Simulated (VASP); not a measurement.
Input of a VASP 6.6.1 run:

Contents of POSCAR:

```
Ca
1.0
   -2.2130649100      2.2130649100      2.2130649100
    2.2130649100     -2.2130649100      2.2130649100
    2.2130649100      2.2130649100     -2.2130649100
Ca
1
Direct
    0.0000000000      0.0000000000      0.0000000000
```

The input INCAR.step1:

```
SYSTEM = Ca
PREC     = Accurate       ! precision mode
ENCUT    = 520            ! plane-wave cutoff, eV
ISMEAR   = 0              ! smearing method
SIGMA    = 0.1            ! smearing width, eV
LREAL    = .False.        ! projectors in reciprocal space
LASPH    = .True.         ! aspherical terms in the spheres
NELM     = 100            ! most SCF steps
NBANDS   = 11             ! bands
GGA      = PE             ! functional
ALGO     = Normal         ! electronic algorithm
EDIFF    = 1E-4           ! SCF threshold, eV
LWAVE    = .True.         ! write WAVECAR
LCHARG   = .False.        ! write CHGCAR
```

File INCAR.step2:

```
SYSTEM = Ca
PREC     = Accurate       ! precision mode
ENCUT    = 520            ! plane-wave cutoff, eV
EDIFF    = 1E-6           ! SCF threshold, eV
ISMEAR   = 0              ! smearing method
SIGMA    = 0.1            ! smearing width, eV
LREAL    = .False.        ! projectors in reciprocal space
LASPH    = .True.         ! aspherical terms in the spheres
NELM     = 100            ! most SCF steps
ALGO     = Normal         ! electronic algorithm
ISIF     = 2              ! what is computed and relaxed
LWAVE    = .False.        ! write WAVECAR
LCHARG   = .False.        ! write CHGCAR
METAGGA  = R2SCAN         ! meta-GGA
LMIXTAU  = .True.       
NBANDS   = 11             ! bands
ISTART   = 1
```

File KPOINTS:

```
Automatic mesh
0
Gamma
  18 18 18
  0 0 0
```

Potentials or basis: VASP PAW PBE potentials, release 64 (Ca_sv).

The run is started by

```bash
$ cat potpaw_PBE.64/Ca_sv/POTCAR > POTCAR
$ cp INCAR.step1 INCAR
$ mpirun -np 1 vasp_std > vasp.out
$ cp INCAR.step2 INCAR
$ mpirun -np 1 vasp_std > vasp.out
```

Task: Estimate the pressure.

Result: 0.0 GPa.

Task: What does it give for the band gap on the k mesh?

Result: None (metal or under the smearing width).

Caveat: the PAW data sets were made with another functional, which shifts forces and pressure a little.
